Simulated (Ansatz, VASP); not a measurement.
HfO2: VASP beside Ansatz

```
Hf O
1.0
     0.00000    2.60766    2.60766
     2.60766    0.00000    2.60766
     2.60766    2.60766    0.00000
Hf O
1 2
Direct
  0.00000 0.00000 0.00000
  0.75000 0.75000 0.75000
  0.25000 0.25000 0.25000
```

Change from the starting cell: volume scaled by 1.06.

Alike in both runs: task single point; functional LDA; k mesh 9 × 9 × 9; occupations fermi-dirac, width 0.05 eV; no spin polarisation.

|  | VASP | Ansatz |
| --- | --- | --- |
| version | VASP 6.6.1 | Ansatz 0.2.0 |
| potentials or method | VASP PAW LDA potentials, release 64 (Hf_pv, O), cutoff 520 eV | all-electron LAPW, scalar-relativistic |

```tsv
	VASP	Ansatz	Ansatz less VASP
gap on the k mesh at the Fermi level (eV)	3.47	3.46	-0.010
least direct gap on the mesh (eV)	3.58	3.57	-0.008
pressure (GPa)	-29.6	-27.2	+2.41
```

Ansatz ran all-electron here, so the differences hold the error of VASP's frozen core and of both bases.

Caveats: spin-orbit coupling is left out, which moves the levels of the heavy elements; an odd mesh through Γ misses points on the zone boundary, where band edges often lie; so large a pressure means that the cell lies far from this level's equilibrium, or that cutoff or potentials fall short (VASP).
